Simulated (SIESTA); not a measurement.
CaF2 (Fluorite):

```xyz
3
Lattice="0.0000 2.7310 2.7310 2.7310 0.0000 2.7310 2.7310 2.7310 0.0000" Properties=species:S:1:pos:R:3 pbc="T T T"
Ca    0.0000    0.0000    0.0000
F     4.0965    4.0965    4.0965
F     1.3655    1.3655    1.3655
```

Base run:

| Quantity | Value |
| --- | --- |
| Program | SIESTA 5.4.2 |
| Functional | PBEsol |
| Potentials or basis | PseudoDojo 0.4 standard (PBEsol files) |
| Basis | DZP (energy shift 0.003 Ry; two zetas on semicore shells; d shell added on Ca) |
| Grid cutoff | 800 Ry |
| Energy shift | 0.003 Ry |
| k mesh | 8 × 8 × 8 |
| Occupations | fermi-dirac, width 0.05 eV |
| Spin | no spin polarisation |

Its results: band gap on the k mesh 7.15 eV, indirect (least direct gap 7.40 eV); pressure -1.9 GPa.

Problem. After a change of settings the same cell gave: band gap on the k mesh 7.18 eV, indirect (least direct gap 7.47 eV); pressure -0.6 GPa. Which change was it?
A. functional from PBEsol to vdW-DF-cx; potentials or basis from PseudoDojo 0.4 standard (PBEsol files) to PseudoDojo 0.4 standard (PBE files)
B. functional from PBEsol to BLYP; potentials or basis from PseudoDojo 0.4 standard (PBEsol files) to PseudoDojo 0.4 standard (PBE files)
C. functional from PBEsol to LDA; potentials or basis from PseudoDojo 0.4 standard (PBEsol files) to PseudoDojo 0.4 standard (LDA files)
D. functional from PBEsol to AM05

Solution. D.

Caveats: the basis of atomic orbitals isn't converged, which shifts pressures, moduli and gaps; the potentials were made for another functional, which shifts forces and pressure (some runs).

Runs at the PBE level aren't shown here.
